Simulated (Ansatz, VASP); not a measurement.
# Two plane-wave programs on As

```xyz
1
Lattice="2.7828 0.0000 0.0000 0.0000 2.7828 0.0000 0.0000 0.0000 2.7828" Properties=species:S:1:pos:R:3 pbc="T T T"
As    0.0000    0.0000    0.0000
```

Change from the starting cell: volume scaled by 1.06, PAW files.

Alike in both runs: task electric field gradients; functional PBE; k mesh 13 × 13 × 13; occupations fermi-dirac, width 0.03 eV; no spin polarisation.

|  | VASP | Ansatz |
| --- | --- | --- |
| version | VASP 6.6.1 | Ansatz 0.2.0 |
| potentials or method | VASP PAW PBE potentials, release 64 (As) | PAW with Ansatz's default frozen-core files, scalar-relativistic |
| plane-wave cutoff (eV) | 520 | 420 |
| valence electrons in the cell | 5 | 15 |

|  | VASP | Ansatz | Ansatz less VASP |
| --- | --- | --- | --- |
| pressure (GPa) | -4.0 | -4.1 | -0.09 |
| Vzz of the field gradient on the site that differs most (V/Å²) | 0.0 | 0.0 | 0.00 |

With one functional, cell and mesh, what is left measures potentials, basis and numerics. The two sets of potentials don't hold the same shells in valence.
